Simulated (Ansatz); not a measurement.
# Epitaxial strain in GaN: moduli and critical thickness

These are results of Ansatz, DFT PBE, scalar-relativistic, plane waves, PAW, not measurements. Settings: 420 eV cutoff, 8×8×6 k-mesh, Gaussian smearing of 0.02 eV, no spin polarisation.

The relaxed crystal:

```xyz
4
Lattice="2.2742 2.2742 0.0000 -2.2742 2.2742 0.0000 0.0000 0.0000 4.5485" Properties=species:S:1:pos:R:3 pbc="T T T"
Ga    0.0000    0.0000    0.0000
Ga    0.0000    2.2742    2.2742
N     1.1371    1.1371    1.1371
N    -1.1371    1.1371    3.4114
```

The a-b plane is strained alike in both directions, as on a substrate, while c and the atoms relax within the symmetry that the strain leaves. Stress is positive in compression; energies are free energies at the smearing used, per atom.

```csv
strain (%),c (Å),σ in plane (GPa),ΔE (meV/atom)
-4.5,4.7494,13.18,41.25
-3.0,4.6846,8.32,17.70
-1.5,4.6177,3.94,4.27
+0.0,4.5485,0.01,0.00
+1.5,4.4764,-3.54,3.95
+3.0,4.4018,-6.75,15.31
+4.5,4.3245,-9.65,33.31
```

**Question.** Get the biaxial modulus twice, from the stresses and from the energies of the innermost pair.

**Answer.** From stress: M = −Δσ/Δε = (3.94 − (-3.54)) / 0.030 = 249 GPa. Two in-plane directions each store σε/2, so the energy density is Mε²: M = (mean ΔE)/(V ε²) = 4.11 meV / (11.763 Å³ × 0.015²) × 0.16022 GPa Å³/meV = 249 GPa. The two agree.

**Question.** How well does Mε², with M from the stresses, predict the outermost points?

**Answer.** 37.1 meV predicted against 41.3 computed at -4.5 %; 37.1 meV predicted against 33.3 computed at +4.5 %. Compression costs more than stretching, the usual sign of bonds that stiffen as they shorten.

**Question.** How does c respond, and up to what thickness can a film with 1 % or 2 % misfit stay coherent on a thick substrate?

**Answer.** c answers with ε_c = −1.04 ε. In an isotropic solid that ratio is 2ν/(1 − ν), so ν = r/(2 + r) = 0.34. A film of thickness h stores Mε²h per area, 24.9 mJ/m² per nm at 1 %. The Matthews–Blakeslee balance for pure edge misfit dislocations, h = b/(8πf(1 + ν)) × (ln(h/b) + 1), with b taken as the in-plane vector a = 3.22 Å, solved by iteration, gives 3.1 nm at f = 1 % and 1.0 nm at 2 %. This is an isotropic estimate in which the moduli cancel; the real Burgers vector, glide system, anisotropy and slow kinetics can shift it by a factor of a few, mostly upward.

This zinc-blende form isn't the usual stable structure of the compound.

Cost: 7 runs of about 1.2 core-minutes in all, on AMD EPYC 9R45 (Zen 5) (shared hosts).